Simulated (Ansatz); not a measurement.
# CuAu: equation of state with PBEsol

CuAu:

```
Au Cu
1.0
     2.81075    0.00000    0.00000
     0.00000    2.81075    0.00000
     0.00000    0.00000    3.68500
Au Cu
1 1
Direct
  0.00000 0.00000 0.00000
  0.50000 0.50000 0.50000
```

```
Program             : Ansatz 0.2.0
Task                : equation of state
Functional          : PBEsol
Potentials or basis : Ansatz PAW
Cutoff              : 420 eV
Density cutoff      : 1680 eV
k mesh              : 9 × 9 × 7
Occupations         : fermi-dirac, width 0.05 eV
Spin                : no spin polarisation
```

| Property | Result |
| --- | --- |
| Equilibrium volume | 14.21 Å³/atom |
| Bulk modulus at fixed shape and positions | 174 GPa |
| Pressure derivative of the bulk modulus | 5.5 |

Energy against volume, from the lowest point:
```tsv
volume (Å³/atom)	energy (meV/atom)
13.683	11.19
13.974	1.99
14.265	0.00
14.556	4.32
14.847	14.15
15.139	28.81
15.430	47.68
```

All runs of the series together: 14 s on 2 threads of AMD EPYC (Zen 3), on a shared host.

Caveat: the cell was scaled at fixed shape and fractional positions, which overstates the stiffness of a crystal with free parameters, most of all of layers and chains. Spin-orbit coupling is left out, which matters for the levels of Au.
